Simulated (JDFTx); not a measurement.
Runs of JDFTx 1.7.0 (patched build) on W. The structure is cubic, space group Im-3m (No. 229). The conventional cell has a = 3.165 Å, b = 3.165 Å, c = 3.165 Å, α = 90.00°, β = 90.00°, γ = 90.00°. W (site symmetry m-3m) is surrounded by 8 W at 2.74 Å. 

| task | level | potentials or basis | cell | k mesh | cutoff (eV) | further solve for the empty bands | gap on the mesh (eV) | pressure (GPa) | V0 of scaled cells (Å³/atom) | B0 (GPa) |
| --- | --- | --- | --- | --- | --- | --- | --- | --- | --- | --- |
| equation of state | r2SCAN | SG15-PBE-1.2 with smoothed tails | as given | 10 × 10 × 10 | 1088 | - | - | - | 15.30 | 334 |
| single point | PBEsol | PseudoDojo-SR-PBEsol-0.4.1-standard with smoothed tails | cell strained at random at fixed volume | 12 × 12 × 12 | 1007 | yes | none | -2.6 | - | - |
| single point | PBEsol | PseudoDojo-SR-PBEsol-0.4.1-standard with smoothed tails | as given | 12 × 12 × 12 | 1007 | yes | none | -2.8 | - | - |
| equation of state | LDA | PseudoDojo-SR-LDA-0.4.1-standard with smoothed tails | as given | 12 × 12 × 12 | 952 | - | - | - | 15.35 | (b) |
| equation of state | PBEsol | PseudoDojo-SR-PBEsol-0.4.1-standard with smoothed tails | as given | 12 × 12 × 12 | 1007 | - | - | - | 15.71 | (a) |

Alike in all rows: no spin polarisation; smearing fermi-dirac 0.05 eV.

Fill in the values left out.

(a) 317; (b) 328.

Caveats: the potentials were made for another functional, which shifts forces and pressure (some runs); the empty levels aren't tightly converged (some runs).

A k mesh can miss the band edges, and the runs leave out spin-orbit coupling on W.

A gap of «none» marks a metal or a gap under the smearing width.
